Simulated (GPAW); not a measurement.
## Si2Ni in GPAW: convergence with k mesh

The system is Si2Ni.

```
CELL_PARAMETERS angstrom
0.00000 2.70300 2.70300
2.70300 0.00000 2.70300
2.70300 2.70300 0.00000
ATOMIC_POSITIONS crystal
Ni 0.00000 0.00000 0.00000
Si 0.75000 0.75000 0.75000
Si 0.25000 0.25000 0.25000
```

* Program: GPAW 26.7.0
* Task: hyperfine couplings
* Functional: PBE
* Potentials or basis: GPAW PAW data sets (gpaw-data 1.2.1)
* Cutoff: 450 eV
* Basis: pw
* k mesh: 3 × 3 × 3
* Occupations: fermi-dirac, width 0.05 eV
* Spin: collinear spin, ferromagnetic start
* Starting moments: [1.0, 0.0, 0.0] μB

These are the settings of the first run; the series varies k mesh, with any setting tied to it.

Hardware: 1 thread of Arm Neoverse V2 (shared host).

| k mesh | energy less the tightest run, at zero smearing (meV/atom) | pressure (GPa) | largest site moment (μB) | SCF cycles | CPU time (s) | peak memory (GiB) |
| --- | --- | --- | --- | --- | --- | --- |
| 3 × 3 × 3 | 98.33 | 2.03 | 0.05 | 16 | 7.9 | 0.14 |
| 4 × 4 × 4 | 38.08 | 5.23 | 0.00 | 13 | 9.4 | 0.14 |
| 5 × 5 × 5 | 14.05 | 4.75 | 0.00 | 12 | 11 | 0.14 |
| 7 × 7 × 7 | -5.59 | 4.01 | 0.00 | 12 | 18 | 0.15 |
| 8 × 8 × 8 | 0.40 | 3.86 | 0.00 | 12 | 24 | 0.16 |
| 9 × 9 × 9 | 0.00 | 4.69 | 0.00 | 12 | 28 | 0.17 |

Against the tightest run, the energy stays within 1 meV/atom from 8 × 8 × 8 on; the largest site moment stays within 0.02 μB from 4 × 4 × 4 on. Not settled before the last step: the pressure (to 0.1 GPa). Meshes of other sizes hit other points, so gaps and Fermi surfaces needn't settle smoothly. The tightest run that finished is the yardstick and may itself not be fully converged.

Caveat, for the tightest run too: the cutoff is short for stress and forces, so pressures can be off by a GPa or more; the dipolar part lacks the spin inside other atoms' spheres; the stock nickel data set gives pressures a few GPa off other programs.
